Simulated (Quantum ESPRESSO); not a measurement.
Here is a Quantum ESPRESSO 7.5 calculation.

pw.in

```
&CONTROL
  calculation = 'scf'
  prefix = 'pwscf'
  outdir = './tmp'
  pseudo_dir = './pseudo'
  tprnfor = .true.
  tstress = .true.
  disk_io = 'low'
/
&SYSTEM
  ibrav = 0
  celldm(1) = 8
  nat = 2
  ntyp = 1
  ecutwfc = 55
  ecutrho = 440
  nbnd = 34
  input_dft = 'pbesol'
  occupations = 'smearing'
  smearing = 'fd'
  degauss = 0.00367493
  nspin = 2
  starting_magnetization(1) = 0.1364
/
&ELECTRONS
  conv_thr = 4d-10
  electron_maxstep = 120
  mixing_beta = 0.3
/
ATOMIC_SPECIES
Er   167.2590 Er.paw.z_22.atompaw.wentzcovitch.v1.2.upf
CELL_PARAMETERS alat
  0.8406446665398   0.0000000000000   0.0000000000000
 -0.4203223332699   0.7280196367822   0.0000000000000
  0.0000000000000   0.0000000000000   1.3198319685918
ATOMIC_POSITIONS crystal
Er     0.6666666667    0.3333333333    0.7500000000
Er     0.3333333333    0.6666666667    0.2500000000
K_POINTS automatic
9 9 5 0 0 0
```

Contents of bands.in:

```
&CONTROL
  calculation = 'bands'
  prefix = 'pwscf'
  outdir = './tmp'
  pseudo_dir = './pseudo'
  disk_io = 'low'
  verbosity = 'high'
/
&SYSTEM
  ibrav = 0
  celldm(1) = 8
  nat = 2
  ntyp = 1
  ecutwfc = 55
  ecutrho = 440
  nbnd = 34
  input_dft = 'pbesol'
  occupations = 'smearing'
  smearing = 'fd'
  degauss = 0.00367493
  nspin = 2
  starting_magnetization(1) = 0.1364
/
&ELECTRONS
  conv_thr = 1d-08
  electron_maxstep = 120
  mixing_beta = 0.3
  diago_full_acc = .true.
  startingwfc = 'random'
/
ATOMIC_SPECIES
Er   167.2590 Er.paw.z_22.atompaw.wentzcovitch.v1.2.upf
CELL_PARAMETERS alat
  0.8406446665398   0.0000000000000   0.0000000000000
 -0.4203223332699   0.7280196367822   0.0000000000000
  0.0000000000000   0.0000000000000   1.3198319685918
ATOMIC_POSITIONS crystal
Er     0.6666666667    0.3333333333    0.7500000000
Er     0.3333333333    0.6666666667    0.2500000000
K_POINTS crystal
60
 0.0000000000  0.0000000000  0.0000000000 1
 0.0714285714  0.0000000000  0.0000000000 1
 0.1428571429  0.0000000000  0.0000000000 1
 0.2142857143  0.0000000000  0.0000000000 1
 0.2857142857  0.0000000000  0.0000000000 1
 0.3571428571  0.0000000000  0.0000000000 1
 0.4285714286  0.0000000000  0.0000000000 1
 0.5000000000  0.0000000000  0.0000000000 1
 0.4583333333  0.0833333333  0.0000000000 1
 0.4166666667  0.1666666667  0.0000000000 1
 0.3750000000  0.2500000000  0.0000000000 1
 0.3333333333  0.3333333333  0.0000000000 1
 0.2962962963  0.2962962963  0.0000000000 1
 0.2592592593  0.2592592593  0.0000000000 1
 0.2222222222  0.2222222222  0.0000000000 1
 0.1851851852  0.1851851852  0.0000000000 1
 0.1481481481  0.1481481481  0.0000000000 1
 0.1111111111  0.1111111111  0.0000000000 1
 0.0740740741  0.0740740741  0.0000000000 1
 0.0370370370  0.0370370370  0.0000000000 1
 0.0000000000  0.0000000000  0.0000000000 1
 0.0000000000  0.0000000000  0.1250000000 1
 0.0000000000  0.0000000000  0.2500000000 1
 0.0000000000  0.0000000000  0.3750000000 1
 0.0000000000  0.0000000000  0.5000000000 1
 0.0625000000  0.0000000000  0.5000000000 1
 0.1250000000  0.0000000000  0.5000000000 1
 0.1875000000  0.0000000000  0.5000000000 1
 0.2500000000  0.0000000000  0.5000000000 1
 0.3125000000  0.0000000000  0.5000000000 1
 0.3750000000  0.0000000000  0.5000000000 1
 0.4375000000  0.0000000000  0.5000000000 1
 0.5000000000  0.0000000000  0.5000000000 1
 0.4666666667  0.0666666667  0.5000000000 1
 0.4333333333  0.1333333333  0.5000000000 1
 0.4000000000  0.2000000000  0.5000000000 1
 0.3666666667  0.2666666667  0.5000000000 1
 0.3333333333  0.3333333333  0.5000000000 1
 0.3030303030  0.3030303030  0.5000000000 1
 0.2727272727  0.2727272727  0.5000000000 1
 0.2424242424  0.2424242424  0.5000000000 1
 0.2121212121  0.2121212121  0.5000000000 1
 0.1818181818  0.1818181818  0.5000000000 1
 0.1515151515  0.1515151515  0.5000000000 1
 0.1212121212  0.1212121212  0.5000000000 1
 0.0909090909  0.0909090909  0.5000000000 1
 0.0606060606  0.0606060606  0.5000000000 1
 0.0303030303  0.0303030303  0.5000000000 1
 0.0000000000  0.0000000000  0.5000000000 1
 0.5000000000  0.0000000000  0.5000000000 1
 0.5000000000  0.0000000000  0.4000000000 1
 0.5000000000  0.0000000000  0.3000000000 1
 0.5000000000  0.0000000000  0.2000000000 1
 0.5000000000  0.0000000000  0.1000000000 1
 0.5000000000  0.0000000000  0.0000000000 1
 0.3333333333  0.3333333333  0.0000000000 1
 0.3333333333  0.3333333333  0.1250000000 1
 0.3333333333  0.3333333333  0.2500000000 1
 0.3333333333  0.3333333333  0.3750000000 1
 0.3333333333  0.3333333333  0.5000000000 1
```

Potentials or basis: SSSP 1.3 efficiency PBE.

Run with:

```console
$ OMP_NUM_THREADS=1 mpirun -n 2 pw.x -nk 2 -in pw.in > pw.out
$ OMP_NUM_THREADS=1 mpirun -n 2 pw.x -nk 2 -in bands.in > bands.out
```

(1) Estimate the absolute moment.

(2) Predict the site moments.

(3) Estimate the band gap on the k mesh.

(4) Estimate the pressure.

Answers

(1) 5.03 μB per cell.

(2) Er +2.36 μB.

(3) none (metal or under the smearing width).

(4) -1.2 GPa.

Caveat: the potentials were made for another functional, which shifts forces and pressure; the magnetic or orbital state may not be the lowest; spin-orbit coupling is left out, which moves the levels of the heavy elements.
